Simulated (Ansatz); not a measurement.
## BN (P6_3/mmc), comparing deformations

Method: DFT r2SCAN, scalar-relativistic, plane waves, PAW in Ansatz. The runs took a 500 eV cutoff, a Γ-centred 12×12×4 mesh and Gaussian smearing (0.05 eV). No spin polarisation. Energies are free energies at this smearing, counted from the undisturbed cell; pressure is positive in compression.

Reference structure (relaxed at this level):

```
B N
1.0
     2.50098    0.00000    0.00000
    -1.25049    2.16591    0.00000
     0.00000    0.00000    6.87416
B N
2 2
Direct
  0.33333 0.66667 0.25000
  0.66667 0.33333 0.75000
  0.33333 0.66667 0.75000
  0.66667 0.33333 0.25000
```

The cell holds layers and no dispersion correction was added, so their binding is poorly described.

The cell is strained by ε times a Voigt pattern (xx, yy, zz, yz, xz, xy; engineering shear) with fractional coordinates fixed. τ = (1/V0) dE/dε comes from the stress tensor. Of each scan, only the three points used here are listed.

| pattern | ε | τ (GPa) |
| --- | --- | --- |
| (0, 0, 0, 1, 0, 0) | -0.0075 | -0.0286 |
| (0, 0, 0, 1, 0, 0) | 0.0000 | 0.0000 |
| (0, 0, 0, 1, 0, 0) | 0.0075 | 0.0286 |
| (0, 0, 1, 0, 0, 0) | -0.0100 | -0.261 |
| (0, 0, 1, 0, 0, 0) | 0.0000 | -0.036 |
| (0, 0, 1, 0, 0, 0) | 0.0100 | 0.158 |

Task: Which constants do the scans give, and which deformation costs least for the same size of strain tensor?

Result: The slope dτ/dε at zero (parabola through three points) is pᵀCp: (0, 0, 0, 1, 0, 0) gives C44 = 3.8 GPa; (0, 0, 1, 0, 0, 0) gives C33 = 20.9 GPa. The size of the strain tensor, ε:ε, is ε² times 0.5, 1.0. Per unit of it the stiffnesses are 7.6, 20.9 GPa, so (0, 0, 0, 1, 0, 0) is the softest of these: at ε:ε = (1 %)² the quadratic term costs 0.02 meV/atom against 0.06 for the stiffest. These are clamped-ion values.

Cost: 18 runs of about 1.2 core-minutes in all, on Intel Xeon Platinum 8488C (Sapphire Rapids) (shared hosts).